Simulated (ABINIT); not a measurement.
Input of an ABINIT 10.8.3 (patched build) run:

run.abi

```
# Pseudopotentials
pp_dirpath "./"
pseudos "Se.upf"

# Structure
acell 3*1.0 Angstrom
rprim
     2.8841170000     0.0207750000     0.0187730000
     0.0207750000     2.8295660000    -0.0122330000
     0.0187730000    -0.0122330000     2.7208110000
ntypat 1
znucl 34
natom 1
typat 1
xcart
     0.0000000000     0.0000000000     0.0000000000
chkprim 0
chksymtnons 0
tolsym 1.0e-6

# Plane-wave basis
ecut 1170.089609 eV

# k points
kptopt 1
ngkpt 7 7 7
nshiftk 1
shiftk 0.0 0.0 0.0

# Exchange and correlation
ixc -116133

# Bands and occupations
nband 12
occopt 3
tsmear 0.00183747

# SCF cycle
nstep 100
tolvrs 1.0e-10

# Output
iomode 3
prtwf 0
prteig 0
prtebands 0
enunit 2
prtden 1
prtvha 1
prtvclmb 1
prtpot 1
prtelf 1
```

Potentials or basis: PseudoDojo NC SR PBEsol v0.4.1 standard.

The run is started by

```sh
$ abinit run.abi > log 2>&1
```

Question: What does it give for the pressure?

Answer: -2.0 GPa.

Question: Predict the band gap on the k mesh.

Answer: None (metal or under the smearing width).

Stress tensor (GPa, compression positive):
```
-1.73 -0.17 -0.36
-0.17 -0.74 -0.01
-0.36 -0.01 -3.65
```
